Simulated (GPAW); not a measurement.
The system is PbS (Galena).

```xyz
2
Lattice="4.1942 0.0000 0.0000 2.0971 3.6323 0.0000 2.0971 1.2108 3.4246" Properties=species:S:1:pos:R:3 pbc="T T T"
Pb    0.0000    0.0000    0.0000
S     4.1942    2.4215    1.7123
```

Program: GPAW 26.7.0. Alike in all runs: cell as given; k mesh 6 × 6 × 6.

**Question.** Order these runs on this cell by their band gap on the k mesh, lowest first.
A. level rSCAN; potentials or basis GPAW PAW data sets (gpaw-data 1.2.1), pw; spin SOC, no magnetisation; cutoff (eV) 600; smearing fermi-dirac 0.05 eV; band path GXWKGLUWLK,UX; band points 60; spin axis theta (degrees) 0; spin axis phi (degrees) 0
B. level PBE; potentials or basis JTH PAW 2.0, PBE, pw; spin off; cutoff (eV) 600; smearing fermi-dirac 0.05 eV; band path GXWKGLUWLK,UX; band points 60; data set Pb jth, S jth
C. level GLLB-SC; potentials or basis the program's PAW data sets (release 1.2.1) made for this functional, pw; spin off; cutoff (eV) 500; smearing fermi-dirac 0.01 eV

**Answer.** A (0.05 eV), B (0.37 eV), C (0.72 eV).

Caveats: spin-orbit coupling is left out, which as a rule narrows the gap of such compounds by several tenths of an eV (some runs); the program truncates these outside data sets (some runs); spin-orbit coupling was added after a scalar SCF, so levels and gaps hold it while energy, forces, pressure and moments don't (some runs); this program's spin-orbit splittings come out too wide for heavy elements (some runs); a model potential gives levels but no total energy (some runs).

A k mesh can miss the band edges.

Not every run made on this cell is shown here.
